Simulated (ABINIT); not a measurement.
Runs of ABINIT 10.8.3 (patched build) on NaCl. It takes space group Fm-3m (No. 225, cubic). Conventional cell: a = 5.588 Å, b = 5.588 Å, c = 5.588 Å, α = 90.00°, β = 90.00°, γ = 90.00°. Around Cl (site symmetry m-3m) lie 6 Na at 2.79 Å. Na (site symmetry m-3m) has 6 Cl at 2.79 Å as nearest neighbours. The cell is a database's computed one.

```tsv
potentials or basis	cutoff (eV)	fine-grid cutoff	gap on the mesh (eV)	pressure (GPa)
SG15 NC PBE v1.2	1306	-	5.96	0.6
PseudoDojo NC SR PBE v0.4.1 standard	1442	-	(a)	0.2
Ansatz NC r2SCAN	1497	-	6.01	0.3
JTH PAW PBE v2.0	1306	1959.22 eV	6.01	(b)
Ansatz PAW PBE default generated set, frozen core	490	979.61 eV	6.01	0.3
```

Alike in all rows: task single point; level r2SCAN; no spin polarisation; cell as given; k mesh 8 × 8 × 8; smearing fermi-dirac 0.05 eV.

Fill in the values left out.

(a) 5.95; (b) 0.4.

Caveats: the potentials were made for another functional, which shifts forces and pressure (some runs); the PAW data sets were made with another functional, which shifts forces and pressure a little (some runs); a meta-GGA on potentials with a model core is unreliable (some runs).

